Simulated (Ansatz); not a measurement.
BAs:

```
B As
1.0
     2.95701    0.00000    0.00000
     0.00000    2.95701    0.00000
     0.00000    0.00000    2.95701
B As
1 1
Direct
  0.50000 0.50000 0.50000
  0.00000 0.00000 0.00000
```

The cell was built by a generator and needn't be a form met in nature.

- Program: Ansatz 0.2.0
- Task: relaxation of cell and atoms
- Functional: PBEsol0
- Potentials or basis: Ansatz PAW
- Cutoff: 420 eV (not typed: the program's choice for these potentials)
- k mesh: 5 × 5 × 5
- Occupations: fermi-dirac, width 0.05 eV
- Spin: no spin polarisation

At the start: volume 12.93 Å³/atom.

Where does the relaxation end?

It ends after 6 steps and the volume is 11.69 Å³/atom (-9.6 %); space group Pm-3m (No. 221, to 0.05 Å).

Step by step:
| step | energy change (eV) | largest force (eV/Å) | volume (Å³) |
| --- | --- | --- | --- |
| 1 | 0.0000 | 0.0000 | 25.86 |
| 2 | -0.0862 | 0.0000 | 22.57 |
| 3 | -0.0988 | 0.0000 | 23.58 |
| 4 | -0.0997 | 0.0000 | 23.39 |
| 5 | -0.0997 | 0.0000 | 23.38 |
| 6 | -0.0986 | 0.0000 | 23.38 |

Final structure:
```
B As
1.0
     2.85949    0.00000    0.00000
     0.00000    2.85949    0.00000
     0.00000    0.00000    2.85949
B As
1 1
Direct
  0.50000 0.50000 0.50000
  0.00000 0.00000 0.00000
```

Caveat: the k mesh is coarse (spacing up to 0.42 Å⁻¹), so the values aren't converged, least of all with exact exchange; the plane-wave basis is chosen anew once the cell has moved, so the energies of steps on either side of that aren't comparable; the PAW data sets come from PBE, with cores solved anew for the run's functional, which leaves a small shift of forces and pressure.
